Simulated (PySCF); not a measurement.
Numbering as in the mapped SMILES `[CH2:1]1[CH2:2][O:3][CH2:4][CH2:5][NH:6]1`; H(Xn) means a hydrogen on atom n.

Geometry: PBE0-D3(BJ)/def2-SVP; GIAO absolute shieldings from PySCF 2.14.0 with density-fitted response routines, gas phase, non-relativistic, averaged over equivalent atoms.

At PBE0/pcSseg-0 (72 basis functions, 5.7 s wall time on 1 thread of an Arm Neoverse V1, shared host):
```csv
atoms,σ (ppm)
C2/C4,123.2
C1/C5,146.2
O3,314.1
N6,237.0
H(C2)/H(C4),29.50
H(C1)/H(C5),30.12
H(N6),34.07
```

Estimate the result of repeating the calculation with PBE0/aug-cc-pVDZ.

Results:


```json
{"atoms": "C2/C4", "σ at PBE0/aug-cc-pVDZ": "127.1", "change": "+3.9"}
{"atoms": "C1/C5", "σ at PBE0/aug-cc-pVDZ": "148.1", "change": "+1.9"}
{"atoms": "O3", "σ at PBE0/aug-cc-pVDZ": "292.7", "change": "-21.4"}
{"atoms": "N6", "σ at PBE0/aug-cc-pVDZ": "223.9", "change": "-13.1"}
{"atoms": "H(C2)/H(C4)", "σ at PBE0/aug-cc-pVDZ": "27.90", "change": "-1.60"}
{"atoms": "H(C1)/H(C5)", "σ at PBE0/aug-cc-pVDZ": "28.63", "change": "-1.49"}
{"atoms": "H(N6)", "σ at PBE0/aug-cc-pVDZ": "31.02", "change": "-3.05"}
```

The largest change is at O3 (ether oxygen). Cost: 219 basis functions, 24 s wall time on 1 thread of an Arm Neoverse V1, shared host.
